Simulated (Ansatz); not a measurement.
**Si: molecular dynamics**

Purpose: to ramp the temperature up and watch the lattice. Runs: 220 steps of 2 fs under a Langevin thermostat, set from 300 K to 2000 K by a schedule. The start is the crystal (diamond), its volume scaled by 1.15.

All numbers below are computed with Ansatz 0.2.0 (DFT PBE, plane waves, PAW, scalar-relativistic, no spin polarisation).

**1. The structure to begin with**

The cell holds 16 atoms (Si16): a = 8.045 Å, b = 8.045 Å, c = 8.045 Å, α = 60.00°, β = 60.00°, γ = 60.00°.

As a file:

```
Si
1.0
     0.00000    5.68895    5.68895
     5.68895    0.00000    5.68895
     5.68895    5.68895    0.00000
Si
16
Direct
  0.00000 0.00000 0.00000
  0.12500 0.12500 0.12500
  0.00000 0.00000 0.50000
  0.12500 0.12500 0.62500
  0.00000 0.50000 0.00000
  0.12500 0.62500 0.12500
  0.00000 0.50000 0.50000
  0.12500 0.62500 0.62500
  0.50000 0.00000 0.00000
  0.62500 0.12500 0.12500
  0.50000 0.00000 0.50000
  0.62500 0.12500 0.62500
  0.50000 0.50000 0.00000
  0.62500 0.62500 0.12500
  0.50000 0.50000 0.50000
  0.62500 0.62500 0.62500
```

**2. Dynamics**

220 steps of 2 fs under a Langevin thermostat, set from 300 K to 2000 K by a schedule.

Contents of input.yaml:

```yaml
accuracy: low
crystal:
  lattice:
    - [0.0, 5.688954, 5.688954]
    - [5.688954, 0.0, 5.688954]
    - [5.688954, 5.688954, 0.0]
  atoms:
    - { symbol: Si, position: [0.0, 0.0, 0.0] }
    - { symbol: Si, position: [0.125, 0.125, 0.125] }
    - { symbol: Si, position: [0.0, 0.0, 0.5] }
    - { symbol: Si, position: [0.125, 0.125, 0.625] }
    - { symbol: Si, position: [0.0, 0.5, 0.0] }
    - { symbol: Si, position: [0.125, 0.625, 0.125] }
    - { symbol: Si, position: [0.0, 0.5, 0.5] }
    - { symbol: Si, position: [0.125, 0.625, 0.625] }
    - { symbol: Si, position: [0.5, 0.0, 0.0] }
    - { symbol: Si, position: [0.625, 0.125, 0.125] }
    - { symbol: Si, position: [0.5, 0.0, 0.5] }
    - { symbol: Si, position: [0.625, 0.125, 0.625] }
    - { symbol: Si, position: [0.5, 0.5, 0.0] }
    - { symbol: Si, position: [0.625, 0.625, 0.125] }
    - { symbol: Si, position: [0.5, 0.5, 0.5] }
    - { symbol: Si, position: [0.625, 0.625, 0.625] }
basis:
  ecutwfc: 420.0
kpoints:
  mp_grid: { grid: [2, 2, 2] }
hamiltonian:
  xc: pbe
scf:
  occupations: { method: fermi_dirac, width: 0.17 }
  lower_state_search: "off"
md:
  timestep: 2
  n_steps: 220
  ensemble: nvt_langevin
  temperature: 300.0
  initial_velocities: maxwell_boltzmann
  seed: 228741
  friction: 0.02
  temperature_schedule: [{ n_steps: 220, end_temperature: 2000.0 }]
```

Command:

```
> ansatz run input.yaml --threads 1 --pin off --max-ram 3072MiB --backend cpu --events-out ev --progress --plain --runs-dir out
```

Output, cut to the lines that bear on the results:

```text
Warning: md: disabling space-group detection — thermal motion breaks the input geometry's symmetry, so no spatial operation reduces the k-mesh or symmetrises the density; time reversal is kept, so that k and −k are solved as one point where they differ and the mesh holds both, and exact [...]
Warning: RAYON_NUM_THREADS=1 ignored (pool sized by the plan → 1); use --threads N
band count auto-derived: 50 (N_el = 64.0; filled up to band 32; 48 by the electrons, moments and atoms)
[...]
Pseudopotentials: kind: paw
Pseudopotential: Si, paw, valence charge 4, recommended cutoff 420 eV (normal), Si.paw.azcp
Functional definition: PBE
[...]
Crystal: 16 atoms, lattice volume = 368.237 Å³
Basis set: ecut = 420 eV, 7239 PW (Γ), exchange–correlation on 108×108×108 points (8 copies of the dense FFT grid, shifted against one another)
Bands: 50, of which v1, the nominal top of the filled ones, is band 32 counted from 1 (31 counted from 0)
Symmetry: 1 space group operations
k-points: 8
[...]
SCF iter   1: F=—  HF=-10170.473471 eV  |F-HF|=—  |Δ(HF+E_count)|=         —  Δρ=5.85e-4  dr2=4.54e-4  ethr=1.77e-3  ⟨swp⟩=8.4  Hψ=2041  notcnv=0
[...]
md step     0: t =     0.00 fs  T =   281.3 K (target 300.0 K)  F+E_penalty+E_count = -10170.47586330 eV  E_kin = 0.581670 eV  (6 SCF iters)
[...]
md step     7: t =    14.00 fs  T =   179.4 K (target 350.2 K)  F+E_penalty+E_count = -10170.09031894 eV  E_kin = 0.371066 eV  (4 SCF iters)
[...]
md step    14: t =    28.00 fs  T =   245.4 K (target 404.3 K)  F+E_penalty+E_count = -10169.93865205 eV  E_kin = 0.507577 eV  (5 SCF iters)
[...]
md step    21: t =    42.00 fs  T =   269.3 K (target 458.4 K)  F+E_penalty+E_count = -10170.01883278 eV  E_kin = 0.557023 eV  (5 SCF iters)
[...]
md step    28: t =    56.00 fs  T =   314.5 K (target 512.5 K)  F+E_penalty+E_count = -10169.94424022 eV  E_kin = 0.650353 eV  (5 SCF iters)
md step    29: t =    58.00 fs  T =   378.2 K (target 520.2 K)  F+E_penalty+E_count = -10169.94086866 eV  E_kin = 0.782101 eV  (5 SCF iters)
```

**3. The log goes on: dynamics from the start**

Output, continued, cut to the lines that bear on the results:

```text
md step    30: t =    60.00 fs  T =   353.4 K (target 528.0 K)  F+E_penalty+E_count = -10169.93416151 eV  E_kin = 0.730817 eV  (6 SCF iters)
[...]
md step    50: t =   100.00 fs  T =   467.5 K (target 682.5 K)  F+E_penalty+E_count = -10169.48428298 eV  E_kin = 0.966936 eV  (6 SCF iters)
[...]
md step    70: t =   140.00 fs  T =   625.1 K (target 837.0 K)  F+E_penalty+E_count = -10169.21837998 eV  E_kin = 1.292748 eV  (7 SCF iters)
[...]
md step    90: t =   180.00 fs  T =   809.3 K (target 991.6 K)  F+E_penalty+E_count = -10169.24401173 eV  E_kin = 1.673714 eV  (7 SCF iters)
[...]
md step   219: t =   438.00 fs  T =  2166.7 K (target 1988.4 K)  F+E_penalty+E_count = -10167.66717853 eV  E_kin = 4.481164 eV  (6 SCF iters)
[...]
md step   220: t =   440.00 fs  T =  2113.1 K (target 1996.1 K)  F+E_penalty+E_count = -10167.54289477 eV  E_kin = 4.370291 eV  (7 SCF iters)
SCF converged after 7 iterations
Free energy (F): -10167.542895 eV
[...]
E sigma→0 (E₀):  -10167.416419 eV
Entropy (-TS):   -0.252952 eV (-15.810 meV/atom)
Fermi energy:    5.152933 eV
[...]
--- Forces (eV/Å), atoms counted from 1 ---
  atom   1  Si    -0.43191116    -1.49522182     0.05759922
  atom   2  Si     0.67991818    -0.78449051     0.30636299
  atom   3  Si     0.08623826     0.06348163     0.19748818
  atom   4  Si     0.64276810     1.08094561     0.54432990
  atom   5  Si     0.91679836     2.18586554    -1.17832858
  atom   6  Si    -1.93809139    -1.50039811     2.15041143
  atom   7  Si     0.06894507     3.62489734    -0.30565294
  atom   8  Si     0.35870443    -2.35086211    -0.66201603
[...]
--- MD trajectory: 220 steps, t = 0.0 → 440.0 fs ---
  final state: T = 2113.1 K   F+E_penalty+E_count = -10167.54289477 eV   E_kin = 4.370291 eV
```

It took 18 min on 1 thread of Arm Neoverse V2, shared host; peak memory 0.64 GiB.

**4. What the atoms did**

The trajectory, every 12 steps (energies from step 0); msd is the mean square displacement from the start, the centre of mass held:

| time (fs) | T (K) | potential energy change (meV/atom) | msd Si (Å²) |
| --- | --- | --- | --- |
| 0.0 | 281 | 0.0 | 0.000 |
| 24.0 | 247 | 34.8 | 0.008 |
| 48.0 | 336 | 30.6 | 0.013 |
| 72.0 | 451 | 44.6 | 0.019 |
| 96.0 | 499 | 57.0 | 0.031 |
| 120.0 | 555 | 77.0 | 0.038 |
| 144.0 | 590 | 84.3 | 0.033 |
| 168.0 | 781 | 75.0 | 0.026 |
| 192.0 | 1061 | 101.0 | 0.039 |
| 216.0 | 761 | 137.1 | 0.053 |
| 240.0 | 1246 | 124.3 | 0.043 |
| 264.0 | 951 | 141.2 | 0.037 |
| 288.0 | 1611 | 113.7 | 0.041 |
| 312.0 | 1070 | 232.0 | 0.089 |
| 336.0 | 1252 | 206.1 | 0.108 |
| 360.0 | 1437 | 218.5 | 0.104 |
| 384.0 | 1695 | 255.9 | 0.107 |
| 408.0 | 1509 | 341.4 | 0.106 |
| 432.0 | 2441 | 160.8 | 0.072 |
| 440.0 | 2113 | 183.3 | 0.078 |

time (fs), T (K) and a bar:
```
      0.0        281 #
     20.0        220 
     38.0        315 #
     58.0        378 ##
     76.0        353 ##
     96.0        499 ###
    114.0        595 #####
    134.0        622 #####
    154.0        538 ####
    172.0        762 #######
    192.0       1061 ##########
    210.0        641 #####
    230.0       1192 ############
    248.0        976 #########
    268.0       1034 ##########
    286.0       1631 #################
    306.0       1291 #############
    326.0       1149 ###########
    344.0       1464 ###############
    364.0       1427 ###############
    382.0       1765 ###################
    402.0       1492 ################
    420.0       2656 ##############################
    440.0       2113 #######################
```

Pair distribution over the second half of the run:

| r (Å) | g Si–Si |
| --- | --- |
| 0.68 | 0.00 |
| 0.84 | 0.00 |
| 1.00 | 0.00 |
| 1.16 | 0.00 |
| 1.32 | 0.00 |
| 1.48 | 0.00 |
| 1.64 | 0.00 |
| 1.80 | 0.00 |
| 1.96 | 0.00 |
| 2.12 | 0.22 |
| 2.28 | 1.77 |
| 2.44 | 3.27 |
| 2.60 | 2.07 |
| 2.76 | 0.56 |
| 2.92 | 0.09 |
| 3.08 | 0.02 |
| 3.24 | 0.00 |

First peaks of g(r) (not always the tallest), and, where a minimum follows, the mean number of second-named atoms round a first-named one up to the next minimum:

| pair | peak (Å) | height | minimum (Å) | neighbours |
| --- | --- | --- | --- | --- |
| Si–Si | 2.44 | 3.3 | - | - |

Maxima of the velocity power spectrum (cm⁻¹, relative height; resolution about 150 cm⁻¹): 320 (100).

**5. Snapshots as a file**

Extended XYZ, with forces in eV/Å:

```xyz
16
Lattice="0.000 5.689 5.689 5.689 0.000 5.689 5.689 5.689 0.000" Properties=species:S:1:pos:R:3:forces:R:3 pbc="T T T" time_fs=74.0 T=487 dE=0.7555
Si    0.083   -0.024   -0.154   -0.724   -0.194    0.262
Si    1.442    1.348    1.287   -0.663    0.944    0.545
Si    2.872    2.881    0.113   -0.342    0.667   -0.628
Si    4.409    4.251    1.466    0.003    0.386   -0.601
Si    2.820    0.098    2.739    0.691   -0.867    0.202
Si    4.213    1.435    4.249    0.450    0.037   -0.291
Si    5.778    2.923    2.931   -0.319   -0.500    0.065
Si    7.164    4.379    4.242    0.000    0.197    0.817
Si   -0.086    2.924    2.765    0.050   -0.874   -0.574
Si    1.369    4.241    4.057    0.932    0.322    0.572
Si    2.993    5.726    2.785   -0.800   -0.092    0.321
Si    4.151    7.278    4.272    1.073   -0.650   -0.004
Si    2.703    2.765    5.586    0.643    0.973    0.253
Si    4.301    4.313    6.977   -1.084   -0.110    0.141
Si    5.670    5.823    5.728    0.283    0.050   -0.699
Si    7.146    7.162    7.198   -0.191   -0.289   -0.381
16
Lattice="0.000 5.689 5.689 5.689 0.000 5.689 5.689 5.689 0.000" Properties=species:S:1:pos:R:3:forces:R:3 pbc="T T T" time_fs=146.0 T=559 dE=1.3833
Si    0.093    0.157   -0.017    0.139   -0.335   -0.475
Si    1.474    1.525    1.387    0.682    0.634    0.099
Si    2.970    3.155    0.100   -0.804   -1.538   -1.218
Si    4.486    4.414    1.472   -0.082   -0.356   -0.608
Si    2.851    0.131    2.880   -0.268   -0.794   -0.843
Si    4.219    1.514    4.316    0.440   -0.027   -0.396
Si    5.776    2.700    2.664   -0.584    0.532    1.038
Si    7.025    4.222    4.107    1.178    0.324    0.429
Si    0.004    2.950    2.654   -0.306   -0.239    0.543
Si    1.524    4.329    4.159   -1.319    0.264   -0.308
Si    2.873    5.718    2.667    0.469   -0.252    1.022
Si    4.224    7.076    4.130    0.117    1.693    0.115
Si    2.713    2.942    5.682    0.716   -0.520   -0.747
Si    4.234    4.319    6.819   -0.068    0.299    2.076
Si    5.603    5.648    5.458    0.656    0.304   -0.102
Si    7.176    7.016    6.965   -0.965    0.012   -0.625
16
Lattice="0.000 5.689 5.689 5.689 0.000 5.689 5.689 5.689 0.000" Properties=species:S:1:pos:R:3:forces:R:3 pbc="T T T" time_fs=220.0 T=952 dE=2.0170
Si   -0.014   -0.015   -0.156    0.542   -1.008    1.280
Si    1.482    1.551    1.192   -0.924   -1.079    0.486
Si    2.872    2.572   -0.312    0.865    1.713   -0.677
Si    4.175    4.048    1.237    0.190    0.951    0.294
Si    2.922    0.187    2.728   -1.071   -0.277    0.319
Si    4.218    1.325    4.405   -0.294    1.875   -1.396
Si    5.658    2.856    2.879   -1.286   -1.161   -1.274
Si    7.142    4.196    3.973    1.040    0.547    1.159
Si   -0.003    3.056    2.509    0.653   -0.778    0.583
Si    1.414    4.404    3.971   -0.466    0.240    0.201
Si    2.814    5.783    2.663    0.553    0.038   -1.133
Si    4.499    7.142    3.910   -0.788   -0.995    0.662
Si    2.754    3.068    5.388   -0.085   -1.333    1.723
Si    4.113    4.367    7.081    0.251   -0.047   -1.962
Si    5.706    5.480    5.484   -0.230    1.256    0.164
Si    6.878    7.122    6.985    1.048    0.055   -0.428
16
Lattice="0.000 5.689 5.689 5.689 0.000 5.689 5.689 5.689 0.000" Properties=species:S:1:pos:R:3:forces:R:3 pbc="T T T" time_fs=294.0 T=1317 dE=1.9877
Si    0.309   -0.217    0.067    0.285    1.718   -1.311
Si    1.622    1.573    1.320   -0.688   -2.315    0.778
Si    2.904    2.633   -0.249    1.023    1.141   -0.203
Si    4.519    4.121    1.180   -1.395   -0.383    0.157
Si    2.978   -0.088    2.822   -0.599    0.988    0.188
Si    4.364    1.591    4.058   -0.314   -1.657    1.363
Si    5.804    2.856    2.743    0.283   -0.535   -0.471
Si    7.185    4.113    4.204   -0.150    1.418    0.083
Si    0.090    2.775    2.728   -0.368    0.551   -0.025
Si    1.594    4.065    4.234   -0.167    0.492   -0.451
Si    2.892    5.466    2.492   -0.135   -0.479    0.809
Si    4.142    7.027    3.830    0.998   -0.438    0.900
Si    2.943    2.737    5.732   -0.550   -0.797   -0.634
Si    4.191    4.198    7.077    1.537    0.404   -0.326
Si    5.614    5.720    5.524   -0.485   -1.162   -0.429
Si    7.014    6.887    7.045    0.724    1.055   -0.427
16
Lattice="0.000 5.689 5.689 5.689 0.000 5.689 5.689 5.689 0.000" Properties=species:S:1:pos:R:3:forces:R:3 pbc="T T T" time_fs=366.0 T=1625 dE=3.7368
Si    0.419    0.160   -0.407   -0.624   -0.426    1.767
Si    1.523    1.353    1.338    0.512    1.859    0.058
Si    3.110    2.989   -0.122   -2.016   -1.382   -1.052
Si    4.321    4.489    1.131    1.255    0.092   -0.062
Si    2.773    0.029    2.928    1.057    2.079   -0.311
Si    4.640    1.566    4.164   -2.028    0.285   -0.363
Si    5.648    3.024    2.502    1.117   -0.889    0.327
Si    7.091    4.343    4.016   -0.982   -1.292    1.888
Si    0.221    3.071    2.871   -0.697   -1.139   -0.645
Si    1.892    4.237    4.422   -1.596   -1.380   -0.023
Si    2.987    5.430    2.876    0.079    1.659   -1.903
Si    4.248    7.104    3.948    1.255    1.023    1.476
Si    2.920    2.667    5.919    0.840   -0.262   -0.660
Si    3.994    4.325    7.303    2.371   -0.718   -1.012
Si    5.555    5.674    5.587   -0.740   -0.825   -0.795
Si    7.104    6.737    6.935    0.197    1.317    1.310
16
Lattice="0.000 5.689 5.689 5.689 0.000 5.689 5.689 5.689 0.000" Properties=species:S:1:pos:R:3:forces:R:3 pbc="T T T" time_fs=440.0 T=2113 dE=2.9330
Si    0.002    0.323   -0.085   -0.432   -1.495    0.058
Si    1.297    1.691    1.364    0.680   -0.784    0.306
Si    2.786    2.839   -0.185    0.086    0.064    0.198
Si    4.201    4.104    1.264    0.643    1.081    0.544
Si    2.666   -0.178    2.791    0.917    2.186   -1.178
Si    4.192    1.464    4.049   -1.938   -1.500    2.150
Si    5.527    2.411    2.608    0.069    3.625   -0.306
Si    6.976    4.239    4.104    0.359   -2.351   -0.662
Si    0.018    3.220    2.742    0.444   -0.666    0.792
Si    1.561    4.462    4.387   -1.200   -0.158    0.062
Si    3.108    5.555    3.072    0.164    1.003   -1.659
Si    4.536    7.272    4.258   -0.738   -0.350   -0.613
Si    2.838    2.934    5.760   -0.372   -1.003   -0.858
Si    4.253    4.391    6.914    0.225    0.441    0.640
Si    5.907    5.644    5.488   -1.481    1.424    1.482
Si    7.070    7.042    7.141    2.574   -1.516   -0.956
```

**6. Outcome**

| quantity | value |
| --- | --- |
| length | 220 steps of 2 fs |
| temperature, first and last step | 281 and 2113 K |
| temperature, second half | mean 1488 K, from 868 to 2656 K |
| potential energy, second half | +195 meV/atom from the start |
| mean square displacement, second half | Si 0.077 Å² |

What this shows: The set-point goes from 300 to 2000 K in 440 fs, and the last tenth of the run averages 2079 K. Such a rate, of order 10^16 K/s, is far beyond any furnace or quench. Counted from the crystal's sites, with the common drift removed, the atoms stand 0.30 Å away over the last tenth of the run (root mean square), 12 % of the neighbour distance: near the range, 10 to 20 % and a little above, in which crystals usually melt. 440 fs on 16 atoms is far too short and small for converged averages. Accuracy level and mesh were kept low to afford the steps.
